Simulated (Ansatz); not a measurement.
# Al₃GaN₄: strain energy, fitted

Al₃GaN₄, P-43m, a = 4.401 Å. The structure is a Materials Project entry; whether it is the stable form wasn't checked. Ansatz: r2SCAN, PAW, 500 eV, Γ-centred 6×6×6 mesh on 8 atoms, Gaussian smearing 0.02 eV; no spin polarisation. Series: equal strain along all axes, cell held, atoms relaxed; x is the strain in per cent. y is the free energy over the unstrained cell, V0 = 10.657 Å³/atom.

```tsv
x (%)	y (meV/atom)
-3.0	?
-1.5	14.58
0.0	0.00
1.5	13.34
3.0	51.08
```

**Question.** Fit y = c2 x² + c3 x³ to the other rows, turn c2 into a modulus, and predict the missing energy.

**Answer.** Least squares on the rows shown. y = 6.2088 x² − 0.17792 x³. In eV per unit strain² c2 is 62.09; the stiffness is B for this strain (E = 9/2 B V0 ε², shape held): 2 × 62.09 × 160.2 / (9 × 10.657) = 207 GPa. At x = -3.0 the fit asked for gives 60.68 meV/atom. The run gave 60.98 meV/atom, so the fit is 0.30 meV/atom too low, 0.49 % of the span of the series, against an rms of 0.02 meV/atom on the fitted rows. The row lies outside the fitted range. With a term in x⁴ added, a fit to the same known rows (none to spare) predicts 61.00 meV/atom, so most of the miss is curvature that the known rows already hold.